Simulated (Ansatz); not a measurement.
# TiTe2: the cost of one run

Program: Ansatz 0.2.0. Level of theory: DFT PBE, scalar-relativistic, plane waves, PAW. These are calculated values, not measurements.

4 further runs of the same task are left out: 1 that didn't finish, 3 set aside as unsound or not needed.

### Step 1. The structure to begin with

Symmetry: P4_2/mnm, No. 136, tetragonal system. The conventional cell has a = 4.880 Å, b = 4.880 Å, c = 3.238 Å, α = 90.00°, β = 90.00°, γ = 90.00°. Hf (site symmetry mmm) is surrounded by 6 O at 2.10 to 2.11 Å. Around O (site symmetry m2m) lie 3 Hf at 2.10 to 2.11 Å.

Structure file:

```xyz
6
Lattice="4.8804 0.0000 0.0000 0.0000 4.8804 0.0000 0.0000 0.0000 3.2377" Properties=species:S:1:pos:R:3 pbc="T T T"
Hf    0.0000    0.0000    0.0000
Hf    2.4402    2.4402    1.6188
O     0.9508    3.9296    1.6188
O     1.4894    1.4894    0.0000
O     3.3910    3.3910    0.0000
O     3.9296    0.9508    1.6188
```

It goes back to an entry of the Materials Project, which need not be the stable form.

This cell was relaxed beforehand with the same method: volume 12.85 Å³/atom, gap on the mesh 3.90 eV.

### Step 2. Swap Hf → Ti, O → Te

TiTe2 starts from the relaxed positions of HfO2, with all lengths scaled by 1.262, a guess from tabulated radii.

### Step 3. Quick check of gap, pressure and forces (TiTe2)

Contents of input.yaml:

```yaml
crystal:
  lattice:
    - [6.1594045135, 0.0, 0.0]
    - [0.0, 6.1594045135, 0.0]
    - [0.0, 0.0, 4.0862047985]
  atoms:
    - { symbol: Ti, position: [0.0, 0.0, 0.0] }
    - { symbol: Ti, position: [0.5, 0.5, 0.5] }
    - { symbol: Te, position: [0.1948153572, 0.8051846428, 0.5] }
    - { symbol: Te, position: [0.3051846428, 0.3051846428, 0.0] }
    - { symbol: Te, position: [0.6948153572, 0.6948153572, 0.0] }
    - { symbol: Te, position: [0.8051846428, 0.1948153572, 0.5] }
basis:
  ecutwfc: 420
kpoints:
  mp_grid: { grid: [4, 4, 4] }
hamiltonian:
  xc: pbe
scf:
  occupations: { method: gaussian, width: 0.1 }
output:
  forces: true
  stress: true
  eigenvalues: true
```

Launch:

```sh
> ansatz run input.yaml --threads 1 --pin off --max-ram 2560MiB --backend cpu --events-out ev --progress --plain --runs-dir out
```

What time and memory should one allow on 1 thread of Arm Neoverse V2, shared host?

About 7.8 s, with a peak of 0.44 GiB.
